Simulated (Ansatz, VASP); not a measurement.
**One calculation of TiH, two programs**

```
Ti H
1.0
     2.94749    0.00000    0.00000
     0.00000    2.94749    0.00000
     0.00000    0.00000    4.56814
Ti H
2 2
Direct
  0.50000 0.00000 0.50000
  0.00000 0.50000 0.00000
  0.00000 0.00000 0.25000
  0.00000 0.00000 0.75000
```

Change from the starting cell: shortest bond scaled by 1, PAW files.

Alike in both runs: task single point; functional LDA; k mesh 8 × 8 × 5; occupations fermi-dirac, width 0.05 eV; no spin polarisation.

```csv
,VASP,Ansatz
version,VASP 6.6.1,Ansatz 0.2.0
potentials or method,"VASP PAW LDA potentials, release 64 (Ti_sv, H)","PAW with Ansatz's default frozen-core files, scalar-relativistic"
plane-wave cutoff (eV),520,420
valence electrons in the cell,26,26
```

|  | VASP | Ansatz | Ansatz less VASP |
| --- | --- | --- | --- |
| pressure (GPa) | -6.6 | -6.7 | -0.14 |
| largest component of the traceless stress (GPa) | 0.63 | 0.59 | -0.045 |
